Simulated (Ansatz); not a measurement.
Crystal: Co.

```
Co
1.0
     2.29480    0.00000    0.00000
    -1.14740    1.98736    0.00000
     0.00000    0.00000    3.73290
Co
2
Direct
  0.66667 0.33333 0.75000
  0.33333 0.66667 0.25000
```

The cell isn't the ideal one: volume scaled by 0.8.

```yaml
Program: Ansatz 0.2.0
Task: relaxation of cell and atoms
Functional: PBE
Potentials_or_basis: all-electron LAPW, scalar-relativistic
Basis_error_allowed: 0.001 eV/atom
k_mesh: 12 × 12 × 7
Occupations: gaussian, width 0.01 eV
Spin: collinear spin, ferromagnetic start
Starting_moments: "[2.0, 2.0] μB"
Hubbard_terms: Co d U = 7.0 eV
```

At the start: volume 8.51 Å³/atom.

How do energy, volume and symmetry change on relaxing?

Over 19 steps the energy falls by 2222.6 meV/atom and the volume is 14.54 Å³/atom (+70.8 %); space group P6_3/mmc (No. 194, to 0.05 Å); moment 4.02 μB per cell.

The path:
| step | energy change (eV) | largest force (eV/Å) | volume (Å³) |
| --- | --- | --- | --- |
| 1 | 0.0000 | 0.0000 | 17.02 |
| 2 | -1.4821 | 0.0000 | 18.98 |
| 3 | -2.4778 | 0.0000 | 21.11 |
| 4 | -3.1994 | 0.0000 | 23.53 |
| 5 | -3.5617 | 0.0000 | 25.91 |
| 6 | -3.7214 | 0.0000 | 28.20 |
| 7 | -3.7561 | 0.0000 | 29.69 |
| 8 | -3.7562 | 0.0000 | 29.83 |
| 9 | -3.7562 | 0.0000 | 29.85 |
| 10 | -3.7562 | 0.0000 | 29.85 |
| 11 | -4.4169 | 0.0000 | 29.85 |
| 12 | -4.4415 | 0.0000 | 29.08 |
| 13 | -4.4432 | 0.0000 | 29.10 |
| 14 | -4.4448 | 0.0000 | 29.08 |
| 15 | -4.4448 | 0.0000 | 29.07 |
| 16 | -4.4451 | 0.0000 | 29.07 |
| 17 | -4.4451 | 0.0000 | 29.08 |
| 18 | -4.4451 | 0.0000 | 29.08 |
| 19 | -4.4451 | 0.0000 | 29.08 |

Final structure:
```
Co
1.0
     2.69358    0.00000    0.00000
    -1.34679    2.33271    0.00000
     0.00000    0.00000    4.62762
Co
2
Direct
  0.66667 0.33333 0.75000
  0.33333 0.66667 0.25000
```

Caveat: the magnetic state may not be the lowest; the electronic state changed during the relaxation; the volume moved by over 15 % at a fixed basis, so the end points are rough; U is the effective U less J, on atomic orbitals that reach past the spheres; the U is typed as a test and isn't derived for this compound.
